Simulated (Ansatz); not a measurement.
# SiNi2: one atom moved along a line

These are results of DFT PBEsol, scalar-relativistic, plane waves, PAW in Ansatz 0.2.0, not measurements. The runs took a 420 eV cutoff, a Γ-centred 12×12×10 mesh and Gaussian smearing (0.15 eV). No spin polarisation. A magnetic state may lie lower. Energies are free energies at this smearing, counted from the undisturbed cell; pressure is positive in compression.

Zero of the scan (relaxed at this level; it needn't be the usual structure):

```yaml
crystal:
  lattice:
    - [3.86846, 0.00000, 0.00000]
    - [-1.93423, 3.35019, 0.00000]
    - [0.00000, 0.00000, 4.91699]
  atoms:
    - { symbol: Si, position: [0.33333, 0.66667, 0.75000] }
    - { symbol: Si, position: [0.66667, 0.33333, 0.25000] }
    - { symbol: Ni, position: [0.00000, 0.00000, 0.00000] }
    - { symbol: Ni, position: [0.00000, 0.00000, 0.50000] }
    - { symbol: Ni, position: [0.33333, 0.66667, 0.25000] }
    - { symbol: Ni, position: [0.66667, 0.33333, 0.75000] }
```

Atom 3 (Ni) is moved by x along the Cartesian unit vector (0.000, 1.000, 0.000); the cell and all other atoms stay fixed. The cell is metallic on the mesh throughout.

| x (Å) | ΔE (meV/cell) | force along x on the moved atoms (eV/Å) | pressure (GPa) |
| --- | --- | --- | --- |
| -0.2000 | 120.2 | 1.26 | 1.5 |
| -0.0667 | 12.8 | 0.39 | 0.2 |
| 0.0000 | 0.0 | 0.00 | 0.0 |
| 0.1333 | 51.9 | -0.80 | 0.7 |